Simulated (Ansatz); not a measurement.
# Straining WSe$_{2}$

Level of theory: DFT PBEsol, scalar-relativistic, plane waves, PAW in Ansatz 0.2.0. (420 eV cutoff, 12×12×2 k-mesh, Gaussian smearing of 0.02 eV, no spin polarisation)

Starting point, cell and atoms relaxed:

```xyz
6
Lattice="3.2711 0.0000 0.0000 -1.6355 2.8329 0.0000 0.0000 0.0000 13.2237" Properties=species:S:1:pos:R:3 pbc="T T T"
W     1.6355    0.9443    9.9178
W     0.0000    1.8886    3.3059
Se    0.0000    1.8886   11.5920
Se    1.6355    0.9443    4.9801
Se    0.0000    1.8886    8.2435
Se    1.6355    0.9443    1.6317
```

Deformation: uniaxial strain along c, with the lengths of a and b and the atoms relaxed and the angles held, all within the symmetry that the strain leaves. Energies are extrapolated to zero smearing. Gaps are Kohn–Sham gaps over the whole zone.

Spin-orbit coupling is left out, which matters for the bands and energies of heavy elements.

**Question.** Give the structure at +2.0 %.

**Answer.**
```xyz
6
Lattice="3.2698 0.0000 0.0000 -1.6349 2.8317 0.0000 0.0000 0.0000 13.4882" Properties=species:S:1:pos:R:3 pbc="T T T"
W     1.6349    0.9439   10.1161
W     0.0000    1.8878    3.3720
Se    0.0000    1.8878   11.7915
Se    1.6349    0.9439    5.0474
Se    0.0000    1.8878    8.4407
Se    1.6349    0.9439    1.6966
```
Space group P6_3/mmc (194), 0.5 meV/atom over the relaxed crystal.